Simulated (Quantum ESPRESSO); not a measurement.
Pt:

```
Pt
1.0
     0.00000    1.96090    1.96090
     1.96090    0.00000    1.96090
     1.96090    1.96090    0.00000
Pt
1
Direct
  0.00000 0.00000 0.00000
```

| Item | Value |
| --- | --- |
| Program | Quantum ESPRESSO 7.5 |
| Task | relaxation of cell and atoms |
| Functional | PBEsol |
| Dispersion | D3 |
| Potentials or basis | GBRV 1.5 PBEsol |
| Cutoff | 612 eV |
| Density cutoff | 4898 eV |
| k mesh | 12 × 12 × 12 |
| Occupations | fermi-dirac, width 0.05 eV |
| Spin | no spin polarisation |

At the start: pressure -7.3 GPa; volume 15.08 Å³/atom.

Question: Where does the relaxation end?

Answer: Over 11 steps the energy falls by 7.6 meV/atom and the volume is 14.71 Å³/atom (-2.5 %); space group Fm-3m (No. 225, to 0.05 Å).

Step by step:
```csv
step,energy change (eV),largest force (eV/Å),pressure (GPa),volume (Å³)
1,0.0000,0.0000,-7.35,15.08
2,-0.0076,0.0000,-1.47,14.77
3,-0.0007,0.0000,6.47,14.41
4,-0.0033,0.0000,5.00,14.47
5,-0.0062,0.0000,2.46,14.58
6,-0.0076,0.0000,-0.48,14.72
7,-0.0076,0.0000,-0.46,14.72
8,-0.0076,0.0000,-0.41,14.72
9,-0.0076,0.0000,-0.34,14.71
10,-0.0076,0.0000,-0.25,14.71
11,-0.0076,0.0000,-0.15,14.71
```

Final structure:
```xyz
1
Lattice="2.7500 0.0000 0.0000 1.3750 2.3816 0.0000 1.3750 0.7939 2.2454" Properties=species:S:1:pos:R:3 pbc="T T T"
Pt    0.0000    0.0000    0.0000
```

Caveat: pairwise dispersion overbinds metals, which lowers pressure and volume.
